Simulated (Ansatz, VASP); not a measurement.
# Two plane-wave programs on TePb

File INCAR:

```
SYSTEM = TePb
PREC = Accurate
ENCUT = 600
EDIFF = 1E-7
ISMEAR = -1
SIGMA = 0.05
LREAL = .FALSE.
LASPH = .TRUE.
NELM = 80
ALGO = Normal
ISIF = 3
LWAVE = .FALSE.
LCHARG = .FALSE.
GGA = RP
IBRION = 2
NSW = 60
EDIFFG = -0.005
```

Contents of KPOINTS:

```
regular mesh
0
G
  7 7 7
  0 0 0
```

File POSCAR:

```
TePb
1.0
    0.0000000000      3.2310000000      3.2310000000
    3.2310000000      0.0000000000      3.2310000000
    3.2310000000      3.2310000000      0.0000000000
Pb Te
1 1
Direct
    0.0000000000      0.0000000000      0.0000000000
    0.5000000000      0.5000000000      0.5000000000
```

File input.yaml:

```yaml
crystal:
  lattice:
    - [0.0, 3.231, 3.231]
    - [3.231, 0.0, 3.231]
    - [3.231, 3.231, 0.0]
  atoms:
    - { symbol: Pb, position: [0.0, 0.0, 0.0] }
    - { symbol: Te, position: [0.5, 0.5, 0.5] }
hamiltonian:
  xc: rpbe
  pseudopotentials: { kind: paw }
kpoints:
  mp_grid: { grid: [7, 7, 7] }
scf:
  occupations: { method: fermi_dirac, width: 0.05 }
output:
  forces: true
  stress: true
  eigenvalues: true
relax:
  f_tol: 0.01
  max_steps: 40
  cell: { stress_tol: 0.05 }
```

Alike in both runs: task relaxation of cell and atoms; functional RPBE; k mesh 7 × 7 × 7; occupations fermi-dirac, width 0.05 eV; no spin polarisation.

|  | VASP | Ansatz |
| --- | --- | --- |
| version | VASP 6.6.1 | Ansatz 0.2.0 |
| potentials or method | VASP PAW PBE potentials, release 64 (Pb_d, Te) | Ansatz PAW |
| plane-wave cutoff (eV) | 600 | 420 |
| valence electrons in the cell | 20 | 30 |

```csv
,VASP,Ansatz,Ansatz less VASP
"gap on the k mesh at the Fermi level, each at its own relaxed structure (eV)",1.19,1.18,-0.001
relaxed volume (Å³/atom),36.79,36.84,+0.058
relaxed cell length with the largest relative difference (Å),4.703,4.706,+0.0025
energy change over the relaxation (meV/atom),-32,-33,-0.6
```

The two sets of potentials don't hold the same shells in valence.

Caveats: the PAW data sets were made with another functional, which shifts forces and pressure a little (VASP); the plane-wave basis is chosen anew once the cell has moved, so the energies of steps on either side of that aren't comparable (Ansatz); the PAW data sets come from PBE, with cores solved anew for the run's functional, which leaves a small shift of forces and pressure (Ansatz). The runs have no spin-orbit coupling, so splittings on Pb, Te are missing. Zero-point motion and thermal expansion aren't in these numbers.
